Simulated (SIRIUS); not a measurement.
Crystal: AlNi.

```
CELL_PARAMETERS angstrom
2.88100 0.00000 0.00000
0.00000 2.88100 0.00000
0.00000 0.00000 2.88100
ATOMIC_POSITIONS crystal
Ni 0.50000 0.50000 0.50000
Al 0.00000 0.00000 0.00000
```

Program: SIRIUS 7.12.0. Alike in all runs: task single point; potentials or basis PseudoDojo 0.4.1 PBE standard (scalar relativistic); spin collinear, ferromagnetic start; cell as given; k mesh 5 × 5 × 5; cutoff (eV) 1333; smearing fermi-dirac 0.05 eV; the mesh is coarse, so values aren't converged.

Task: Order these runs on this cell by their pressure, lowest first.
A. level B86bPBE; libxc names ["XC_GGA_X_B86_MGC", "XC_GGA_C_PBE"]
B. level RPBE; libxc names ["XC_GGA_X_RPBE", "XC_GGA_C_PBE"]
C. level HCTH407; libxc names ["XC_GGA_XC_HCTH_407"]

Result: C (-4.2 GPa), A (3.5 GPa), B (5.3 GPa).

Caveats: all runs use coarse meshes; the potentials were made for another functional, which shifts forces and pressure; a moment of about a tenth of a μB was left, which can be a remnant of the start and isn't listed (some runs).

Runs at the PBE level aren't shown here.
